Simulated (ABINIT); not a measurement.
Input of an ABINIT 10.8.3 (patched build) run:

File run.abi:

```
# Pseudopotentials
pp_dirpath "./"
pseudos "Mo.GGA_PBE-JTH.xml, S.GGA_PBE-JTH.xml"

# Structure
acell 5.9885420889 5.988542089 23.2889847599
rprim
     1.0000000000     0.0000000000     0.0000000000
    -0.5000000000     0.8660254038     0.0000000000
     0.0000000000     0.0000000000     1.0000000000
ntypat 2
znucl 42 16
natom 6
typat 1 1 2 2 2 2
xcart
     1.6251709460     0.9326082445     9.2677096200
     0.0414521045     1.7902961714     3.0979085280
     1.5722945965     0.9367550850     4.6685530320
     0.0149766940     1.7765053880    10.8348171360
     1.5887306150     0.9365931634     1.5241214040
     0.0345832970     1.8391333834     7.6754611440 Angstrom
chkprim 0
chksymtnons 0
tolsym 1.0e-6

# Plane-wave basis
ecut 20.0
pawecutdg 40.0
pawxcdev 0

# k points
kptopt 1
ngkpt 10 10 3
nshiftk 1
shiftk 0.0 0.0 0.0

# Exchange and correlation
ixc -116133

# Bands and occupations
nband 32
occopt 3
tsmear 0.00183747

# SCF cycle
nstep 100
tolvrs 1.0e-9

# Output
iomode 3
prtwf 0
prtden 0
prteig 0
prtebands 0
enunit 2
```

Potentials or basis: JTH PAW PBE v2.0.

Launch:

```bash
$ abinit run.abi > log 2>&1
```

Problem. Predict the band gap on the k mesh.

Solution. 0.86 eV, indirect (least direct gap 1.75 eV).

Problem. What does it give for the pressure?

Solution. -3.5 GPa.

Problem. Predict the largest force.

Solution. 1.486 eV/Å.

Stress tensor (GPa, compression positive):
```
-2.57 -0.25  0.84
-0.25 -4.38  1.18
 0.84  1.18 -3.52
```

Caveat: the PAW data sets were made with another functional, which shifts forces and pressure a little; an odd mesh through Γ misses points on the zone boundary, where band edges often lie.
